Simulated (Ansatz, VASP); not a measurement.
One calculation of Sb, two programs

```xyz
3
Lattice="5.7210 0.0000 0.0000 0.0000 5.7210 0.0000 0.0000 0.0000 2.6726" Properties=species:S:1:pos:R:3 pbc="T T T"
Sb    0.0000    0.0000    0.0000
Sb    0.0000    2.8605    0.0000
Sb    2.8605    0.0000    0.0000
```

Alike in both runs: task relaxation of cell and atoms; functional PBE; k mesh 4 × 4 × 6; occupations gaussian, width 0.1 eV; no spin polarisation.

```csv
,VASP,Ansatz
version,VASP 6.6.1,Ansatz 0.2.0
potentials or method,"VASP PAW PBE potentials, release 64 (Sb)","scalar-relativistic, plane waves, PAW"
plane-wave cutoff (eV),600,420
valence electrons in the cell,15,45
```

VASP gave:

* gap on the k mesh at the Fermi level, each at its own relaxed structure (eV): none
* relaxed volume (Å³/atom): 37.61
* relaxed cell length with the largest relative difference (Å): 6.172
* energy change over the relaxation (meV/atom): -408

Q: Which values does Ansatz return?

A: gap on the k mesh at the Fermi level, each at its own relaxed structure (eV): none; relaxed volume (Å³/atom): 37.58; relaxed cell length with the largest relative difference (Å): 6.169; energy change over the relaxation (meV/atom): -403.

A gap of «none» marks a metal or a gap that the smearing closes. The two sets of potentials don't hold the same shells in valence.

Caveats: the k mesh is coarse (spacing up to 0.39 Å⁻¹), so the values aren't converged; the volume moved by over 15 % at a fixed basis, so the end points are rough. Spin-orbit coupling is left out, which matters for the levels of Sb.
